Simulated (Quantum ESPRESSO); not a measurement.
Wanted: the native input for a Quantum ESPRESSO 7.5 run.

- Task: dielectric tensor
- Functional: LDA
- Potentials or basis: PseudoDojo 0.4.1 SR LDA standard
- Cutoff: 1088 eV
- Density cutoff: 4354 eV
- k mesh: 6 × 6 × 6, shifted
- Occupations: fermi-dirac, width 0.05 eV
- Spin: no spin polarisation
- Form of the LDA correlation: PW92
- Mixing beta: 0.5
- Most SCF iterations: 120
- SCF threshold: 4e-10 Ry

The system is GaAs.

```
As Ga
1.0
     0.00000    2.82685    2.82685
     2.82685    0.00000    2.82685
     2.82685    2.82685    0.00000
As Ga
1 1
Direct
  0.75000 0.75000 0.75000
  0.00000 0.00000 0.00000
```

One way to write it, as run:

pw.in

```
&CONTROL
  calculation = 'scf'
  prefix = 'pwscf'
  outdir = './tmp'
  pseudo_dir = './pseudo'
  tprnfor = .true.
  tstress = .true.
  disk_io = 'low'
/
&SYSTEM
  ibrav = 0
  nat = 2
  ntyp = 2
  ecutwfc = 80
  nbnd = 21
  occupations = 'smearing'
  smearing = 'fd'
  degauss = 0.00367493
/
&ELECTRONS
  conv_thr = 4d-10
  electron_maxstep = 120
  mixing_beta = 0.5
/
ATOMIC_SPECIES
As    74.9216 As.upf
Ga    69.7230 Ga.upf
CELL_PARAMETERS bohr
   0.0000000000    5.3419722954    5.3419722954
   5.3419722954    0.0000000000    5.3419722954
   5.3419722954    5.3419722954    0.0000000000
ATOMIC_POSITIONS bohr
As     8.0129584431    8.0129584431    8.0129584431
Ga     0.0000000000    0.0000000000    0.0000000000
K_POINTS automatic
6 6 6 1 1 1
```

gamma.in

```
&CONTROL
  calculation = 'bands'
  prefix = 'pwscf'
  outdir = './tmp'
  pseudo_dir = './pseudo'
  disk_io = 'low'
  verbosity = 'high'
/
&SYSTEM
  ibrav = 0
  nat = 2
  ntyp = 2
  ecutwfc = 80
  nbnd = 21
  occupations = 'smearing'
  smearing = 'fd'
  degauss = 0.00367493
/
&ELECTRONS
  conv_thr = 1d-08
  electron_maxstep = 120
  mixing_beta = 0.5
  diago_full_acc = .true.
  startingwfc = 'random'
/
ATOMIC_SPECIES
As    74.9216 As.upf
Ga    69.7230 Ga.upf
CELL_PARAMETERS bohr
   0.0000000000    5.3419722954    5.3419722954
   5.3419722954    0.0000000000    5.3419722954
   5.3419722954    5.3419722954    0.0000000000
ATOMIC_POSITIONS bohr
As     8.0129584431    8.0129584431    8.0129584431
Ga     0.0000000000    0.0000000000    0.0000000000
K_POINTS crystal
1
0.0 0.0 0.0 1
```

scf2.in

```
&CONTROL
  calculation = 'scf'
  prefix = 'pwscf'
  outdir = './tmp'
  pseudo_dir = './pseudo'
  tprnfor = .true.
  tstress = .true.
  disk_io = 'low'
/
&SYSTEM
  ibrav = 0
  nat = 2
  ntyp = 2
  ecutwfc = 80
  nbnd = 21
  occupations = 'fixed'
/
&ELECTRONS
  conv_thr = 1d-13
  electron_maxstep = 120
  mixing_beta = 0.5
  startingpot = 'file'
/
ATOMIC_SPECIES
As    74.9216 As.upf
Ga    69.7230 Ga.upf
CELL_PARAMETERS bohr
   0.0000000000    5.3419722954    5.3419722954
   5.3419722954    0.0000000000    5.3419722954
   5.3419722954    5.3419722954    0.0000000000
ATOMIC_POSITIONS bohr
As     8.0129584431    8.0129584431    8.0129584431
Ga     0.0000000000    0.0000000000    0.0000000000
K_POINTS automatic
6 6 6 1 1 1
```

ph.in

```
dielectric of GaAs
&INPUTPH
  prefix = 'pwscf'
  outdir = './tmp'
  tr2_ph = 1d-18
  fildyn = 'dyn'
  niter_ph = 90
  alpha_mix(1) = 0.7
  epsil = .true.
  trans = .false.
  zeu = .true.
/
0.0000000000 0.0000000000 0.0000000000
```

Potentials or basis: PseudoDojo 0.4.1 SR LDA standard.

Command:

```sh
$ OMP_NUM_THREADS=1 pw.x -in pw.in > pw.out
$ OMP_NUM_THREADS=1 pw.x -in gamma.in > gamma.out
$ OMP_NUM_THREADS=1 pw.x -in scf2.in > scf2.out
$ OMP_NUM_THREADS=1 ph.x -in ph.in > ph.out
```

It gave:

- Pressure: -2.1 GPa
- Electronic dielectric tensor (diagonal): 15.02
- Born charges (mean of the diagonal): As -2.15; Ga +2.11 e

Caveat: the mesh is thin for the dielectric tensor, Born charges and intensities, which usually come out too large.

Run time: 7 min on 1 thread of Arm Neoverse V2 (shared host), peak memory 0.09 GiB.
